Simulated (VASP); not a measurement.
# Mo (Im-3m) in VASP: a series of runs, part 2 of 2

VASP 6.6.1. The steps go on from the part before.

## (3) Relaxation of cell and atoms, PBE+D3(BJ)

This run uses another cell than the first one, of 15.58 Å³/atom, 0.992 times its volume.

INCAR reads:

```
PREC = Accurate ; ENCUT = 600
EDIFF = 1E-6 ; ISMEAR = 1
SIGMA = 0.1 ; LREAL = False
LASPH = True ; NELM = 80
ALGO = Normal ; ISIF = 3
LWAVE = False ; LCHARG = False
GGA = PE ; IVDW = 12
IBRION = 2 ; NSW = 90
EDIFFG = -0.01
```

KPOINTS reads:

```
Automatic mesh
0
Gamma
  20 20 20
```

POSCAR reads:

```
Mo
1.0
   -1.5734150000      1.5734150000      1.5734150000
    1.5734150000     -1.5734150000      1.5734150000
    1.5734150000      1.5734150000     -1.5734150000
Mo
1
Direct
    0.0000000000      0.0000000000      0.0000000000
```

Potentials or basis: VASP PAW PBE potentials, release 64 (Mo_sv).

The run is started by

```bash
cat potpaw_PBE.64/Mo_sv/POTCAR > POTCAR
mpirun -np 1 vasp_std > vasp.out
```

Wall time 42 s (1 thread of Intel Xeon 6975P-C (Granite Rapids), shared host); peak memory 0.2 GiB.

It converged, with:

```yaml
Free_energy: -11.6527 eV
Relaxed_volume: 15.38 Å³/atom
Relaxed_cell: a = 2.713 Å, b = 2.713 Å, c = 2.713 Å, α = 109.47°, β = 109.47°, γ = 109.47°
Space_group_after_relaxing_to_0.05_Å: Im-3m (No. 229)
Energy_gained_by_relaxing: 2.4 meV/atom
Ionic_steps: 3
Pressure_after_relaxing: 0.0 GPa
Band_gap_on_the_k_mesh: none (metal or under the smearing width)
Dispersion_energy_per_atom: -0.726 eV
```

Step by step:
| step | energy change (eV) | largest force (eV/Å) | pressure (GPa) | volume (Å³) |
| --- | --- | --- | --- | --- |
| 1 | 0.0000 | 0.0000 | -3.61 | 15.58 |
| 2 | 0.0171 | 0.0000 | 11.34 | 14.80 |
| 3 | -0.0024 | 0.0000 | -0.05 | 15.38 |

Final structure:
```yaml
crystal:
  lattice:
    - [-1.56647, 1.56647, 1.56647]
    - [1.56647, -1.56647, 1.56647]
    - [1.56647, 1.56647, -1.56647]
  atoms:
    - { symbol: Mo, position: [0.00000, 0.00000, 0.00000] }
```

Levels at points of the mesh, in eV from the Fermi level:
| k point | band 5 | band 6 | band 7 | band 8 | band 9 | band 10 |
| --- | --- | --- | --- | --- | --- | --- |
| (0.00, 0.00, 0.00) | -7.31 | -1.42 | -1.42 | -1.42 | 1.66 | 1.66 |
| (0.50, 0.00, 0.00) | -5.45 | -3.51 | 1.67 | 1.70 | 2.35 | 4.83 |
| (0.50, 0.50, 0.50) | -5.59 | -5.59 | 4.05 | 4.05 | 4.05 | 9.17 |

Caveat: pairwise dispersion overbinds metals, which lowers pressure and volume.

## (4) Relaxation of cell and atoms, PBE+D3(BJ)

This run uses another cell than the first one, of 15.38 Å³/atom, 0.979 times its volume.

INCAR reads:

```
PREC = Accurate ; ENCUT = 600
EDIFF = 1E-7 ; ISMEAR = 1
SIGMA = 0.1 ; LREAL = False
LASPH = True ; NELM = 80
ALGO = Normal ; ISIF = 3
LWAVE = False ; LCHARG = False
GGA = PE ; IVDW = 12
IBRION = 2 ; NSW = 90
EDIFFG = -0.005
```

KPOINTS is that of step 3.

POSCAR reads:

```
Mo                                      
1.0
   -1.5664692125      1.5664692125      1.5664692125
    1.5664692125     -1.5664692125      1.5664692125
    1.5664692125      1.5664692125     -1.5664692125
  Mo            
     1
Direct
     0.0000000000000000    0.0000000000000000    0.0000000000000000
```

The run is started by

```bash
cat potpaw_PBE.64/Mo_sv/POTCAR > POTCAR
mpirun -np 1 vasp_std > vasp.out
```

It took 17 s on 1 thread of Intel Xeon 6975P-C (Granite Rapids), shared host; peak memory 0.18 GiB.

It converged, with:

```
Free energy                : -11.6524 eV
Pressure after relaxing    : 0.0 GPa
Band gap on the k mesh     : none (metal or under the smearing width)
Dispersion energy per atom : -0.726 eV
```

Final structure:
```
Mo
1.0
    -1.56647    1.56647    1.56647
     1.56647   -1.56647    1.56647
     1.56647    1.56647   -1.56647
Mo
1
Direct
  0.00000 0.00000 0.00000
```

Levels at points of the mesh, in eV from the Fermi level:
| k point | band 3 | band 4 | band 5 | band 6 | band 7 | band 8 | band 9 | band 10 | band 11 |
| --- | --- | --- | --- | --- | --- | --- | --- | --- | --- |
| (0.00, 0.00, 0.00) | -34.54 | -34.54 | -7.31 | -1.42 | -1.42 | -1.42 | 1.66 | 1.66 | 14.83 |
| (0.50, 0.00, 0.00) | -35.01 | -34.55 | -5.45 | -3.51 | 1.67 | 1.70 | 2.35 | 4.83 | 11.88 |
| (0.50, 0.50, 0.50) | -35.55 | -35.55 | -5.59 | -5.59 | 4.05 | 4.05 | 4.05 | 9.17 | 9.17 |

Caveat: the relaxation stopped at its first step, so nothing moved; pairwise dispersion overbinds metals, which lowers pressure and volume.

## (5) Relaxation of cell and atoms, PBEsol

This run uses another cell than the first one, of 15.58 Å³/atom, 0.992 times its volume.

INCAR reads:

```
PREC     = Accurate       # precision mode
ENCUT    = 600            # plane-wave cutoff, eV
EDIFF    = 1E-6           # SCF threshold, eV
ISMEAR   = 1              # smearing method
SIGMA    = 0.1            # smearing width, eV
LREAL    = False          # projectors in reciprocal space
LASPH    = True           # aspherical terms in the spheres
NELM     = 80             # most SCF steps
ALGO     = Normal         # electronic algorithm
ISIF     = 3              # what is computed and relaxed
LWAVE    = False          # write WAVECAR
LCHARG   = False          # write CHGCAR
GGA      = PS             # functional
IBRION   = 2              # ionic algorithm
NSW      = 90             # ionic steps
EDIFFG   = -0.01          # ionic threshold
```

KPOINTS is that of step 4.

POSCAR reads:

```
Mo
1.0
   -1.5734150000      1.5734150000      1.5734150000
    1.5734150000     -1.5734150000      1.5734150000
    1.5734150000      1.5734150000     -1.5734150000
Mo
1
Direct
    0.0000000000      0.0000000000      0.0000000000
```

The run is started by

```bash
cat potpaw_PBE.64/Mo_sv/POTCAR > POTCAR
mpirun -np 1 vasp_std > vasp.out
```

Run time: 79 s. Hardware: 1 thread of Intel Xeon Platinum 8175M at 2.50GHz (Skylake/Cascade Lake), shared host; peak memory 0.19 GiB.

Results (log left out):

| Quantity | Value |
| --- | --- |
| Free energy | -11.7800 eV |
| Relaxed volume | 15.36 Å³/atom |
| Relaxed cell | a = 2.712 Å, b = 2.712 Å, c = 2.712 Å, α = 109.47°, β = 109.47°, γ = 109.47° |
| Space group after relaxing (to 0.05 Å) | Im-3m (No. 229) |
| Energy gained by relaxing | 2.7 meV/atom |
| Ionic steps | 3 |
| Pressure after relaxing | 0.0 GPa |
| Band gap on the k mesh | none (metal or under the smearing width) |

The path:
```
step  energy change (eV)  largest force (eV/Å)  pressure (GPa)  volume (Å³)
   1              0.0000                0.0000           -3.91        15.58
   2              0.0208                0.0000           12.63        14.74
   3             -0.0027                0.0000           -0.04        15.36
```

Final structure:
```yaml
crystal:
  lattice:
    - [-1.56601, 1.56601, 1.56601]
    - [1.56601, -1.56601, 1.56601]
    - [1.56601, 1.56601, -1.56601]
  atoms:
    - { symbol: Mo, position: [0.00000, 0.00000, 0.00000] }
```

Levels at points of the mesh, in eV from the Fermi level:
```tsv
k point	band 5	band 6	band 7	band 8	band 9	band 10
(0.00, 0.00, 0.00)	-7.36	-1.42	-1.42	-1.42	1.66	1.66
(0.50, 0.00, 0.00)	-5.48	-3.52	1.65	1.70	2.35	4.88
(0.50, 0.50, 0.50)	-5.62	-5.62	4.09	4.09	4.09	9.14
```

Caveat: the PAW data sets were made with another functional, which shifts forces and pressure a little.

## (6) Relaxation of cell and atoms, PBEsol

This run uses another cell than the first one, of 15.36 Å³/atom, 0.978 times its volume.

Edit INCAR of step 5 so:

```diff
@@ -2,3 +2,3 @@
 ENCUT    = 600            # plane-wave cutoff, eV
-EDIFF    = 1E-6           # SCF threshold, eV
+EDIFF    = 1E-7           # SCF threshold, eV
 ISMEAR   = 1              # smearing method
@@ -15,2 +15,2 @@
 NSW      = 90             # ionic steps
-EDIFFG   = -0.01          # ionic threshold
+EDIFFG   = -0.005         # ionic threshold
```

KPOINTS is that of step 5.

POSCAR reads:

```
Mo                                      
1.0
   -1.5660130593      1.5660130593      1.5660130593
    1.5660130593     -1.5660130593      1.5660130593
    1.5660130593      1.5660130593     -1.5660130593
  Mo            
     1
Direct
     0.0000000000000000    0.0000000000000000    0.0000000000000000
```

Potentials or basis: VASP PAW PBE potentials, release 64 (Mo_sv).

The run is started by

```bash
cat potpaw_PBE.64/Mo_sv/POTCAR > POTCAR
mpirun -np 1 vasp_std > vasp.out
```

Run time: 64 s. Hardware: 1 thread of Intel Xeon Platinum 8175M at 2.50GHz (Skylake/Cascade Lake), shared host; peak memory 0.19 GiB.

Results (log left out):

- Free energy: -11.7798 eV
- Relaxed volume: 15.36 Å³/atom
- Relaxed cell: a = 2.712 Å, b = 2.712 Å, c = 2.712 Å, α = 109.47°, β = 109.47°, γ = 109.47°
- Space group after relaxing (to 0.05 Å): Im-3m (No. 229)
- Energy gained by relaxing: 0.0 meV/atom
- Ionic steps: 3
- Pressure after relaxing: 0.0 GPa
- Band gap on the k mesh: none (metal or under the smearing width)

Final structure:
```cif
data_structure
_symmetry_space_group_name_H-M 'P 1'
_symmetry_Int_Tables_number 1
_cell_length_a 2.7122
_cell_length_b 2.7122
_cell_length_c 2.7122
_cell_angle_alpha 109.471
_cell_angle_beta 109.471
_cell_angle_gamma 109.471
_cell_volume 15.36
loop_
_atom_site_label
_atom_site_type_symbol
_atom_site_fract_x
_atom_site_fract_y
_atom_site_fract_z
_atom_site_occupancy
Mo1 Mo 0.00000 0.00000 0.00000 1
```

Levels at points of the mesh, in eV from the Fermi level:
| k point | band 5 | band 6 | band 7 | band 8 | band 9 | band 10 |
| --- | --- | --- | --- | --- | --- | --- |
| (0.00, 0.00, 0.00) | -7.36 | -1.42 | -1.42 | -1.42 | 1.66 | 1.66 |
| (0.50, 0.00, 0.00) | -5.48 | -3.52 | 1.65 | 1.70 | 2.35 | 4.88 |
| (0.50, 0.50, 0.50) | -5.63 | -5.63 | 4.09 | 4.09 | 4.09 | 9.14 |

Caveat: the PAW data sets were made with another functional, which shifts forces and pressure a little.

## (7) Overview

```tsv
level	gap on the mesh (eV)	pressure (GPa)
r2SCAN	none	0.0
PBE+D3(BJ)	none	0.0
PBEsol	none	0.0
```

Alike in all rows: task relaxation of cell and atoms; potentials or basis VASP PAW PBE potentials, release 64 (Mo_sv); no spin polarisation; cell relaxed; k mesh 20 × 20 × 20; cutoff (eV) 600; smearing methfessel-paxton 0.1 eV.

Caveats: the relaxation stopped at its first step, so nothing moved (some runs); the PAW data sets were made with another functional, which shifts forces and pressure a little (some runs); pairwise dispersion overbinds metals, which lowers pressure and volume (some runs).

Total energies depend on the potentials used, so only differences within one code and one set of settings carry meaning.
